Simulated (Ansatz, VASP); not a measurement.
One calculation of TiAl3, two programs

```
Ti Al
1.0
     3.92912    0.00000    0.00000
     0.00000    3.92912    0.00000
     0.00000    0.00000    3.92912
Ti Al
1 3
Cartesian
  0.0000 0.0000 0.0000
  0.0000 1.9646 1.9646
  1.9646 0.0000 1.9646
  1.9646 1.9646 0.0000
```

Change from the starting cell: volume scaled by 0.98.

Alike in both runs: task single point; functional PBEsol; k mesh 7 × 7 × 7; occupations fermi-dirac, width 0.05 eV; no spin polarisation.

```csv
,VASP,Ansatz
version,VASP 6.6.1,Ansatz 0.2.0
potentials or method,"VASP PAW PBE potentials, release 64 (Ti_sv, Al)",Ansatz PAW
plane-wave cutoff (eV),520,420
valence electrons in the cell,21,21
```

Ansatz gave:

```
gap on the k mesh at the Fermi level (eV) : none
pressure (GPa)                            : 1.7
```

Q: Which values does VASP return?

A: gap on the k mesh at the Fermi level (eV): none; pressure (GPa): 1.8.

A gap of «none» marks a metal or a gap that the smearing closes. With one functional, cell and mesh, what is left measures potentials, basis and numerics.

Caveats: the PAW data sets were made with another functional, which shifts forces and pressure a little (VASP); the PAW data sets come from PBE, with cores solved anew for the run's functional, which leaves a small shift of forces and pressure (Ansatz).
